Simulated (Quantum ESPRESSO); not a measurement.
**CuO (Tenorite) under changes of volume**

One of the cells (10.163 Å³/atom); the others are scaled copies at fixed shape and fractional positions:

```
CELL_PARAMETERS angstrom
2.34465 -1.71340 0.00000
2.34465 1.71340 0.00000
-0.86055 0.00000 5.05944
ATOMIC_POSITIONS crystal
Cu 0.49680 0.00320 0.50000
Cu 0.00320 0.49680 0.00000
O 0.40560 0.57140 0.75370
O 0.57140 0.40560 0.25370
```

```yaml
Program: Quantum ESPRESSO 7.5
Functional: r2SCAN
Potentials_or_basis: SG15 PBE 1.2
Cutoff: 1197 eV
Density_cutoff: 4789 eV
k_mesh: 4 × 4 × 2
Occupations: fermi-dirac, width 0.05 eV
Spin: no spin polarisation
```

```tsv
volume (Å³/atom)	energy over the lowest point (meV/atom)	pressure (GPa)	largest force (eV/Å)
9.553	19.26	11.8	1.011
9.756	7.33	7.0	0.936
9.959	1.11	2.8	0.866
10.163	0.00	-1.0	0.799
10.366	3.44	-4.4	0.760
10.569	?	?	?
10.772	22.07	-10.1	0.744
```

Problem. What does the run at 10.569 Å³/atom give?

Solution. Energy over the lowest point 10.94 meV/atom; pressure -7.4 GPa; largest force 0.749 eV/Å.

Worked out: A Birch-Murnaghan fit of order 3 (a polynomial in V^(-2/3)) to the other rows has its minimum at 10.11 Å³/atom with B0 = V·E''(V) = 184 GPa and B' = 4.7 at fixed shape and positions, which overstates the stiffness. It gives 10.95 meV/atom at 10.569 Å³/atom, against the run's 10.94, and -dE/dV = -7.4 GPa, against -7.4.

Energies are extrapolated to zero smearing.

Caveats: all runs use coarse meshes; the potentials were made for another functional, which shifts forces and pressure; the run has no spin polarisation, though such a crystal can be magnetic.
